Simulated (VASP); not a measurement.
# MgS (F-43m) in VASP: notebook

One crystal, MgS, is run at these levels: LDA; tasks: single point.

Everything below comes from runs of VASP 6.6.1. Logs are shortened: lines on timing, memory, paths and dates and some standing lists are left out, and cuts for length are marked.

## 1. The structure

It takes space group F-43m (No. 216, cubic). Conventional cell: a = 5.666 Å, b = 5.666 Å, c = 5.666 Å, α = 90.00°, β = 90.00°, γ = 90.00°. Around S (site symmetry -43m) lie 4 Mg at 2.45 Å. Mg (site symmetry -43m) has 4 S at 2.45 Å as nearest neighbours.

The cell comes from a database or a generator and needn't be the stable form of this composition.

## 2. Single point, LDA

The input, INCAR:

```
  ADDGRID = False
  ALGO = Normal
  EDIFF = 0.01
  ENCUT = 450
  GGA = CA
  ISIF = 2
  ISMEAR = 0
  LASPH = True
  LCHARG = False
  LREAL = False
  LWAVE = False
  NELM = 100
  PREC = Accurate
  SIGMA = 0.05
```

The input, KPOINTS:

```
k-points
0
Gamma
  5 5 5
```

The input, POSCAR:

```
MgS
1.0
    0.0000000000      2.8331200468      2.8331200468
    2.8331200468      0.0000000000      2.8331200468
    2.8331200468      2.8331200468      0.0000000000
S Mg
1 1
Direct
    0.2346630000      0.2748010000      0.2357280000
   -0.0216520000      0.0237760000     -0.0317750000
```

Potentials or basis: VASP PAW LDA potentials, release 64 (S, Mg).

On the command line:

```bash
$ cat potpaw_LDA.64/S/POTCAR potpaw_LDA.64/Mg/POTCAR > POTCAR
$ mpirun -np 1 vasp_std > vasp.out
```

OUTCAR:

```text
EDIFF = 0.01
   ENCUT = 450
   GGA = CA
   ISIF = 2
   ISMEAR = 0
   LASPH = True
   LREAL = False
   NELM = 100
   PREC = Accurate

 Found     63 irreducible k-points:

 Following reciprocal coordinates:
            Coordinates               Weight
  0.000000  0.000000  0.000000      1.000000
  0.200000  0.000000  0.000000      2.000000
  0.000000  0.200000  0.000000      2.000000
  0.000000  0.000000  0.200000      2.000000
  0.200000  0.200000  0.200000      2.000000
  0.400000  0.000000  0.000000      2.000000
   k-points           NKPTS =     63   k-points in BZ     NKDIM =     63   number of bands    NBANDS=      8
   number of dos      NEDOS =    301   number of ions     NIONS =      2
   total plane-waves  NPLWV =  21952
   dimension x,y,z NGX =    28 NGY =   28 NGZ =   28
   dimension x,y,z NGXF=    56 NGYF=   56 NGZF=   56
   ions per type =               1   1
   NGX,Y,Z   is equivalent  to a cutoff of  11.62, 11.62, 11.62 a.u.
   NGXF,Y,Z  is equivalent  to a cutoff of  23.24, 23.24, 23.24 a.u.
 SYSTEM =  unknown system
   PREC   = accura    normal or accurate (medium, high low for compatibility)
   ISTART =      0    job   : 0-new  1-cont  2-samecut
   ICHARG =      2    charge: 1-file 2-atom 10-const
   ISPIN  =      1    spin polarized calculation?
   LNONCOLLINEAR =      F non collinear calculations
   LSORBIT =      F    spin-orbit coupling
   LASPH  =      T    aspherical Exc in radial PAW
   ENCUT  =  450.0 eV  33.07 Ry    5.75 a.u.   6.93  6.93  6.93*2*pi/ulx,y,z
   NELM   =    100;   NELMIN=  2; NELMDL= -5     # of ELM steps
   EDIFF  = 0.1E-01   stopping-criterion for ELM
   LREAL  =      F    real-space projection
   EDIFFG = 0.1E+00   stopping-criterion for IOM
   NSW    =      0    number of steps for IOM
   IBRION =     -1    ionic relax: 0-MD 1-quasi-New 2-CG
   NFREE  =      0    steps in history (QN), initial steepest desc. (CG)
   ISIF   =      2    stress and relaxation
   ISYM   =      2    0-nonsym 1-usesym 2-fastsym
   POTIM  = 0.5000    time-step for ionic-motion
   TEBEG  =    0.0;   TEEND  =   0.0 temperature during run
   PSTRESS=    0.0 pullay stress
   NELECT =       8.0000    total number of electrons
   NUPDOWN=      -1.0000    fix difference up-down
   EMIN   =  10.00;   EMAX   =-10.00  energy-range for DOS
   EFERMI =   0.00;   METHOD = LEGACY
   ISMEAR =     0;   SIGMA  =   0.05  broadening in eV -4-tet -1-fermi 0-gaus
   EFERMI_NEDOS =   21; number of points for ismear=-14 and -15
   IALGO  =     38    algorithm
   IMIX   =      4    mixing-type and parameters
     AMIX     =   0.40;   BMIX     =  1.00
     AMIX_MAG =   1.60;   BMIX_MAG =  1.00
  volume/ion in A,a.u.               =      22.74       153.46
  Fermi-wavevector in a.u.,A,eV,Ry     =   0.917269  1.733386 11.447692  0.841382
  Thomas-Fermi vector in A             =   2.042218
   LORBIT       =      0    0 simple, 1 ext, 2 COOP (PROOUT), +10 PAW based schemes
   GGA     = CA    functional components
   LHFCALC =     F    Hartree Fock is set to
   AEXX    =    0.0000 exact exchange contribution
   IVDW    =     0    specifies the selected vdW correction
   LEPSILON=     F    determine dielectric tensor
   LRPA    =     F    only Hartree local field effects (RPA)
 non-spin polarized calculation
 Gauss-broadening in eV      SIGMA  =   0.05
  energy-cutoff  :      450.00
  volume of cell :       45.48
 maximum number of plane-waves:       990
   NGX = 13   NGY = 13   NGZ = 13

 number of electron       8.0000000 magnetization

 Free energy of the ion-electron system (eV)
  ---------------------------------------------------
  ext. energy  EPLUGINS =         0.00000000
  ---------------------------------------------------
  free energy    TOTEN  =        -9.35569813 eV

  energy without entropy =       -9.35569813  energy(sigma->0) =       -9.35569813

 E-fermi :   1.2254     XC(G=0):  -8.7508

 val. band max:        0.9859545707   @ k =   0.0000   0.0000   0.0000
 cond. band min:       4.0540701858   @ k =   0.0000   0.0000   0.0000
 fundamental gap:      3.0681156151
 Fermi energy:         1.2254028216

 k-point     1 :       0.0000    0.0000    0.0000
  band No.  band energies     occupation
      1     -10.3659      2.00000
      2       0.7705      2.00000
      3       0.8432      2.00000
      4       0.9860      2.00000
      5       4.0541      0.00000
      6       8.6377      0.00000
      7       8.6434      0.00000
      8       8.6645      0.00000

 k-point     2 :       0.2000    0.0000    0.0000
  band No.  band energies     occupation
      1     -10.1496      2.00000
      2      -0.5904      2.00000
      3       0.6723      2.00000
      4       0.8430      2.00000
      5       5.3214      0.00000
      6       8.3514      0.00000
      7       8.8773      0.00000
      8       9.0072      0.00000

 k-point     3 :       0.0000    0.2000    0.0000
  band No.  band energies     occupation
      1     -10.1502      2.00000
      2      -0.5708      2.00000
      3       0.6561      2.00000
      4       0.8355      2.00000
      5       5.3239      0.00000
      6       8.3500      0.00000
      7       8.8678      0.00000
      8       8.9960      0.00000

 k-point     4 :       0.0000    0.0000    0.2000
  band No.  band energies     occupation
      1     -10.1483      2.00000
      2      -0.6306      2.00000
      3       0.7161      2.00000
      4       0.8480      2.00000
      5       5.3161      0.00000
      6       8.3608      0.00000
      7       8.9164      0.00000
      8       9.0069      0.00000

 k-point     5 :       0.2000    0.2000    0.2000
  band No.  band energies     occupation
      1     -10.1532      2.00000
      2      -0.4731      2.00000
      3       0.6518      2.00000
      4       0.7220      2.00000
      5       5.3364      0.00000
      6       8.3679      0.00000
      7       8.8384      0.00000
      8       8.9004      0.00000

 k-point     6 :       0.4000    0.0000    0.0000
  band No.  band energies     occupation
      1      -9.7458      2.00000
      2      -2.1209      2.00000
      3       0.4940      2.00000
      4       0.6602      2.00000
      5       5.7636      0.00000
      6       8.3784      0.00000
      7       8.5605      0.00000
      8       9.0705      0.00000

 [... further k-points ...]

------------------------ aborting loop because EDIFF is reached ----------------------------------------

  FORCE on cell =-STRESS in cart. coord.  units (eV):
  Direction    XX          YY          ZZ          XY          YZ          ZX
  --------------------------------------------------------------------------------------
  -------------------------------------------------------------------------------------
  Total       -0.4782528     -0.4950642     -0.4560637     -0.0623645     -0.2732242     -0.3609699
  in kB      -16.8477986    -17.4400292    -16.0661255     -2.1969642     -9.6250903    -12.7161780
  external PRESSURE =     -16.7846511 kB  Pullay stress =       0.0000000 kB

 VOLUME and BASIS-vectors are now :
 -----------------------------------------------------------------------------
  energy-cutoff  :      450.00
  volume of cell :       45.48
      direct lattice vectors                 reciprocal lattice vectors
     0.000000000  2.833120047  2.833120047    -0.176483874  0.176483874  0.176483874
     2.833120047  0.000000000  2.833120047     0.176483874 -0.176483874  0.176483874
     2.833120047  2.833120047  0.000000000     0.176483874  0.176483874 -0.176483874

 POSITION                                       TOTAL-FORCE (eV/Angst)
 -----------------------------------------------------------------------------------
      1.44639      1.33267      1.44337        -0.255039     -0.339199     -0.046085
      2.81046      5.51487      2.83914         0.255039      0.339199      0.046085
 -----------------------------------------------------------------------------------
    total drift:                                0.002672      0.002861      0.000836

  FREE ENERGIE OF THE ION-ELECTRON SYSTEM (eV)
  ---------------------------------------------------
  free  energy   TOTEN  =        -9.3556981275 eV

  energy  without entropy=       -9.3556981275  energy(sigma->0) =       -9.35569813
```

Wall time 14 s (1 thread of Intel Xeon Platinum 8559C (Emerald Rapids), shared host); peak memory 0.14 GiB.

The run converged, but some of its settings lie outside the range that counts as converged, so its numbers aren't taken as properties of the crystal.

What came out:

- Free energy: -9.3557 eV
- Pressure: -1.7 GPa
- Largest force: 0.427 eV/Å
- Band gap on the k mesh: 3.07 eV, direct

## 3. Single point, LDA

INCAR: that of step 2 with these lines changed.

```diff
@@ -2,3 +2,3 @@
   ALGO = Normal
-  EDIFF = 0.01
+  EDIFF = 0.001
   ENCUT = 450
```

KPOINTS is that of step 2.

The input, POSCAR:

```
MgS
1.0
    0.0000000000      2.8331200468      2.8331200468
    2.8331200468      0.0000000000      2.8331200468
    2.8331200468      2.8331200468      0.0000000000
S Mg
1 1
Direct
    0.2500000000      0.2500000000      0.2500000000
    0.0000000000      0.0000000000      0.0000000000
```

Potentials or basis: VASP PAW LDA potentials, release 64 (S, Mg).

On the command line:

```bash
$ cat potpaw_LDA.64/S/POTCAR potpaw_LDA.64/Mg/POTCAR > POTCAR
$ mpirun -np 1 vasp_std > vasp.out
```

It used 2.4 s of CPU time on 1 thread of Intel(R) Xeon(R) Platinum 8559C (Emerald Rapids), with other jobs on the host, which was overloaded at the time.

The run converged, but some of its settings lie outside the range that counts as converged, so its numbers aren't taken as properties of the crystal.

Results:

* Free energy: -9.3746 eV
* Pressure: -2.3 GPa
* Band gap on the k mesh: 3.18 eV, direct

## 4. Single point, LDA

INCAR is that of step 3.

KPOINTS is that of step 3.

The input, POSCAR:

```
MgS
1.0
    0.0000000000      2.8331200468      2.8331200468
    2.8331200468      0.0000000000      2.8331200468
    2.8331200468      2.8331200468      0.0000000000
S Mg
1 1
Direct
    0.2346630000      0.2748010000      0.2357280000
   -0.0216520000      0.0237760000     -0.0317750000
```

On the command line:

```bash
$ cat potpaw_LDA.64/S/POTCAR potpaw_LDA.64/Mg/POTCAR > POTCAR
$ mpirun -np 1 vasp_std > vasp.out
```

It used 7.7 s of CPU time on 1 thread of Intel(R) Xeon(R) Platinum 8559C (Emerald Rapids), with other jobs on the host, which was overloaded at the time.

These settings aren't checked as converged: the numbers below hold their error.

What came out:

* Free energy: -9.3553 eV
* Pressure: -2.2 GPa
* Largest force: 0.430 eV/Å
* Band gap on the k mesh: 3.06 eV, direct

## 5. For comparison

An earlier run on the cell as given: functional PBEsol; potentials or basis VASP PAW PBE potentials, release 64 (S, Mg); cutoff 520 eV; k mesh 8 × 8 × 8; occupations fermi-dirac, width 0.05 eV; no spin polarisation.

- Pressure: -0.5 GPa
- Band gap on the k mesh: 3.29 eV, direct
